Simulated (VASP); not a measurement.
The system is Mo.

```
Mo
1.0
     2.80466    0.00000    0.00000
    -1.40233    2.42890    0.00000
     0.00000    0.00000    4.58001
Mo
2
Cartesian
  0.0000 1.6193 1.1450
  1.4023 0.8096 3.4350
```

This isn't the form of Mo at room conditions, which is bcc.

| Quantity | Value |
| --- | --- |
| Program | VASP 6.6.1 |
| Task | relaxation of cell and atoms |
| Functional | PBEsol |
| Potentials or basis | VASP PAW PBE potentials, release 64 (Mo_sv) |
| Cutoff | 300 eV |
| k mesh | 18 × 18 × 10 |
| Occupations | gaussian, width 0.1 eV |
| Spin | no spin polarisation |

At the start: pressure -1.3 GPa; volume 15.60 Å³/atom.

Q: How do energy, volume and symmetry change on relaxing?

A: Over 18 steps the energy falls by 29.3 meV/atom and the volume is 15.62 Å³/atom (+0.1 %); space group P6_3/mmc (No. 194, to 0.05 Å).

The path:
```
step  energy change (eV)  largest force (eV/Å)  pressure (GPa)  volume (Å³)
   1              0.0000                0.0000           -1.34        31.20
   2             -0.0072                0.0000            3.94        30.61
   3             -0.0072                0.0000            3.94        30.61
   4             -0.0095                0.0000            4.38        30.57
   5             -0.0163                0.0000            5.72        30.44
   6             -0.0229                0.0000            8.63        30.19
   7             -0.0297                0.0000            8.21        30.25
   8             -0.0414                0.0000            7.02        30.44
   9             -0.0418                0.0000            6.70        30.49
  10             -0.0487                0.0000            5.13        30.66
  11             -0.0585                0.0000            0.64        31.16
  12             -0.0586                0.0000            0.07        31.22
  13             -0.0586                0.0000           -0.06        31.24
  14             -0.0586                0.0000           -0.03        31.24
  15             -0.0587                0.0000            0.05        31.23
  16             -0.0587                0.0000            0.07        31.23
  17             -0.0587                0.0000            0.03        31.23
  18             -0.0587                0.0000            0.00        31.23
```

Final structure:
```yaml
crystal:
  lattice:
    - [2.73003, 0.00000, 0.00000]
    - [-1.36502, 2.36428, 0.00000]
    - [0.00000, 0.00000, 4.83904]
  atoms:
    - { symbol: Mo, position: [0.33333, 0.66667, 0.25000] }
    - { symbol: Mo, position: [0.66667, 0.33333, 0.75000] }
```

Caveat: the cutoff is under 1.25 times the usual one of these potentials, so pressure, stress and relaxed cells hold a basis-set (Pulay) error; the PAW data sets were made with another functional, which shifts forces and pressure a little.
